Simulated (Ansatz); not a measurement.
**Sn under changes of volume**

One of the cells (27.650 Å³/atom); the others are scaled copies at fixed shape and fractional positions:

```
Sn
1.0
    -2.94014    2.94014    1.59930
     2.94014   -2.94014    1.59930
     2.94014    2.94014   -1.59930
Sn
2
Direct
  0.00000 0.00000 0.00000
  0.75000 0.25000 0.50000
```

```yaml
Program: Ansatz 0.2.0
Functional: PBEsol
Potentials_or_basis: all-electron LAPW, scalar-relativistic
Cutoff: 224 eV (chosen from the basis error)
Basis_error_allowed: 0.0005 eV/atom
k_mesh: 9 × 9 × 9
Occupations: fermi-dirac, width 0.05 eV
Spin: no spin polarisation
```

| volume (Å³/atom) | energy over the lowest point (meV/atom) | pressure (GPa) |
| --- | --- | --- |
| 25.991 | 5.41 | 2.1 |
| 26.544 | ? | ? |
| 27.097 | 0.00 | -0.4 |
| 27.650 | 3.21 | -1.4 |
| 28.203 | 9.79 | -2.4 |
| 28.756 | 19.40 | -3.2 |
| 29.309 | 31.71 | -3.9 |

Q: What does the run at 26.544 Å³/atom give?

A: Energy over the lowest point 0.58 meV/atom; pressure 0.8 GPa.

Worked out: A Birch-Murnaghan fit of order 3 (a polynomial in V^(-2/3)) to the other rows has its minimum at 26.90 Å³/atom with B0 = V·E''(V) = 56 GPa and B' = 4.5 at fixed shape and positions, which overstates the stiffness. It gives 0.59 meV/atom at 26.544 Å³/atom, against the run's 0.58, and -dE/dV = 0.8 GPa, against 0.8.

Energies are extrapolated to zero smearing.
